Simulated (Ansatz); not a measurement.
## Strain response of Ti$_{2}$C

Level of theory: Ansatz 0.2.0, DFT PBEsol, scalar-relativistic, plane waves, PAW. (420 eV cutoff, 12×12×4 k-mesh, Gaussian smearing of 0.10 eV, no spin polarisation)

The relaxed crystal:

```
CELL_PARAMETERS angstrom
3.05281 0.00000 0.00000
-1.52640 2.64381 0.00000
0.00000 0.00000 14.31823
ATOMIC_POSITIONS crystal
Ti 0.33333 0.66667 0.91248
Ti 0.00000 0.00000 0.75418
Ti 0.00000 0.00000 0.24582
Ti 0.66667 0.33333 0.08752
Ti 0.66667 0.33333 0.57915
Ti 0.33333 0.66667 0.42085
C 0.66667 0.33333 0.83333
C 0.33333 0.66667 0.16667
C 0.00000 0.00000 0.50000
```

Deformation: biaxial strain in the a-b plane, with the length and tilt of c and the atoms relaxed, all within the symmetry that the strain leaves. Energies are extrapolated to zero smearing.

| strain (%) | ΔE (meV/atom) | a (Å) | b (Å) | c (Å) |
| --- | --- | --- | --- | --- |
| -3.0 | 27.5 | 2.961 | 2.961 | 14.586 |
| -2.0 | 11.9 | 2.992 | 2.992 | 14.494 |
| -1.0 | 2.9 | 3.022 | 3.022 | 14.404 |
| +0.0 | 0.0 | 3.053 | 3.053 | 14.318 |
| +1.0 | 2.9 | 3.083 | 3.083 | 14.235 |
| +2.0 | 11.6 | 3.114 | 3.114 | 14.152 |
| +3.0 | 25.6 | 3.144 | 3.144 | 14.067 |

(1) What stiffness (1/V) d²E/dε² at zero strain does a cubic fit over all points give?

(2) How does the free axis c answer a small strain?

Answers

(1) A cubic fit gives (1/V) d²E/dε² = 737 GPa at zero strain (twice the biaxial modulus).

(2) Between the innermost points its strain is -0.59 times the applied one.